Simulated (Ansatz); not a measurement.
**BaS: a single-point run**

Aim: a sound single-point run of BaS. The structure is shown as the input types it. The cell is built on a prototype (zincblende) and needn't be the phase found in nature.

Program: Ansatz 0.2.0. Level of theory: density functional or hybrid calculation with the settings of its input, plane waves (as first typed). These are calculated values, not measurements.

5 further runs of the same task are left out: 1 for a known fault of the program, 4 that didn't finish.

## Step 1: The starting structure

It takes space group F-43m (No. 216, cubic). The conventional cell has a = 7.039 Å, b = 7.039 Å, c = 7.039 Å, α = 90.00°, β = 90.00°, γ = 90.00°. Ba (site symmetry -43m) has 4 S at 3.05 Å as nearest neighbours. S (site symmetry -43m) has 4 Ba at 3.05 Å as nearest neighbours.

Coordinates:

```xyz
2
Lattice="0.0000 3.5194 3.5194 3.5194 0.0000 3.5194 3.5194 3.5194 0.0000" Properties=species:S:1:pos:R:3 pbc="T T T"
Ba    0.0000    0.0000    0.0000
S     1.7597    1.7597    1.7597
```

## Step 2: Input and run

input.yaml

```yaml
crystal:
  lattice:
    - [0.0, 3.5194117709, 3.5194117709]
    - [3.5194117709, 0.0, 3.5194117709]
    - [3.5194117709, 3.5194117709, 0.0]
  atoms:
    - { symbol: Ba, position: [0.0, 0.0, 0.0] }
    - { symbol: S, position: [0.25, 0.25, 0.25] }
kpoints:
  mp_grid: { grid: [4, 4, 4] }
hamiltonian:
  xc: pbe
scf:
  occupations: { method: fixed }
  n_extra_bands: 4
  convergence: { dr2_threshold: 0.01 }
  max_iter: 73
output:
  forces: true
  stress: true
  eigenvalues: true
```

Launch:

```
ansatz run input.yaml --threads 4 --pin off --max-ram 3686MiB --backend cpu --events-out ev --progress --plain --runs-dir out
```

**Question.** How will this run end, and is anything wrong with its input?

The program finished normally, with warnings (force scf threshold loose, stress scf threshold loose). Its log warns: «scf.convergence.dr2_threshold = 1e-2 eV is looser than this run's default, which is 1e-7 eV or tighter. The error in the forces grows as the threshold's square root ...»

The threshold asked is loose, but the program put off the close and ended at dr2 = 4.7e-8, so little accuracy was lost here.

The test: delete scf.convergence.dr2_threshold (the default then holds).
